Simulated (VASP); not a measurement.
A run of VASP 6.6.1 is set up as follows.

The input INCAR:

```
SYSTEM = SiH2O2
ALGO = Normal
EDIFF = 1E-7
ENCUT = 520
GGA = PE
ISIF = 2
ISMEAR = 0
LASPH = .TRUE.
LCHARG = .TRUE.
LELF = .TRUE.
LREAL = .FALSE.
LVACPOTAV = .TRUE.
LVHAR = .TRUE.
LWAVE = .FALSE.
NELM = 80
PREC = Accurate
SIGMA = 0.01
```

KPOINTS

```
k-points
0
G
  1 1 1
  0 0 0
```

The input POSCAR:

```
SiH2O2
1.0
   13.0000000000      0.0000000000      0.0000000000
    0.0000000000     11.0000000000      0.0000000000
    0.0000000000      0.0000000000     11.0000000000
O Si H
2 1 2
Direct
    0.3752630000      0.4956360000      0.4872180000
    0.5630400000      0.5258350000      0.5219690000
    0.4704810000      0.4356850000      0.5675250000
    0.3866540000      0.5707160000      0.4361110000
    0.6277220000      0.5037200000      0.5529290000
```

Potentials or basis: VASP PAW PBE potentials, release 64 (O, Si, H).

Run with:

```console
$ cat potpaw_PBE.64/O/POTCAR potpaw_PBE.64/Si/POTCAR potpaw_PBE.64/H/POTCAR > POTCAR
$ mpirun -np 1 vasp_gam > vasp.out
```

(1) Predict the gap between the frontier levels.

(2) What does it give for the largest force?

Results:

(1) 4.10 eV.

(2) 1.926 eV/Å.
